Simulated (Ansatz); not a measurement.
Starting structure, (210) slab as cut from the bulk (AlAs, F-43m (No. 216), (2 1 0) face):

```yaml
crystal:
  lattice:
    - [5.67460, 0.00000, 0.00000]
    - [-2.83730, 6.34439, 0.00000]
    - [0.00000, 0.00000, 25.15103]
  atoms:
    - { symbol: Al, position: [0.70000, 0.40000, 0.29820] }
    - { symbol: As, position: [0.80000, 0.10000, 0.32342] }
    - { symbol: Al, position: [0.40000, 0.80000, 0.34865] }
    - { symbol: As, position: [0.50000, 0.50000, 0.37387] }
    - { symbol: Al, position: [0.10000, 0.20000, 0.39910] }
    - { symbol: As, position: [0.20000, 0.90000, 0.42432] }
    - { symbol: Al, position: [0.80000, 0.60000, 0.44955] }
    - { symbol: As, position: [0.90000, 0.30000, 0.47477] }
    - { symbol: Al, position: [0.50000, 0.00000, 0.50000] }
    - { symbol: As, position: [0.60000, 0.70000, 0.52523] }
    - { symbol: Al, position: [0.20000, 0.40000, 0.55045] }
    - { symbol: As, position: [0.30000, 0.10000, 0.57568] }
    - { symbol: Al, position: [0.90000, 0.80000, 0.60090] }
    - { symbol: As, position: [0.00000, 0.50000, 0.62613] }
    - { symbol: Al, position: [0.60000, 0.20000, 0.65135] }
    - { symbol: As, position: [0.70000, 0.90000, 0.67658] }
    - { symbol: Al, position: [0.30000, 0.60000, 0.70180] }
```

All numbers below come from DFT PBEsol, scalar-relativistic, plane waves, PAW in Ansatz. Plane waves to 420 eV, a k mesh through Γ of 5×4×1 on the computed 17-atom cell and Gaussian smearing (0.05 eV); no spin polarisation. The cell repeats along c with a dipole correction in the vacuum.

All atoms are free. The cell is fixed. Force threshold 0.02 eV/Å.

```csv
step,E − E_final (eV),largest force (eV/Å)
1,2.339,0.759
2,1.643,0.611
3,1.168,0.645
4,0.788,0.684
5,0.452,0.578
6,0.179,0.355
7,0.023,0.210
8,0.003,0.052
9,0.001,0.032
10,0.000,0.021
11,0.000,0.008
```

Q: What is the final structure?

A:
```
CELL_PARAMETERS angstrom
5.67460 0.00000 0.00000
-2.83730 6.34439 0.00000
0.00000 0.00000 25.15103
ATOMIC_POSITIONS crystal
Al 0.86519 0.45717 0.33135
As 0.78707 0.08436 0.31533
Al 0.37287 0.79680 0.35049
As 0.48649 0.49658 0.37167
Al 0.07336 0.18263 0.39371
As 0.17503 0.89416 0.42728
Al 0.76863 0.59770 0.45145
As 0.88560 0.29975 0.47088
Al 0.49226 0.00024 0.50007
As 0.58559 0.70009 0.52901
Al 0.17081 0.40282 0.54850
As 0.27963 0.10555 0.57270
Al 0.88950 0.81760 0.60641
As 0.98837 0.50295 0.62815
Al 0.57414 0.20385 0.64962
As 0.69970 0.91507 0.68465
Al 0.40576 0.54270 0.66874
```

Cost: 1 run of about 28 core-minutes, on Arm Neoverse V1 (shared hosts).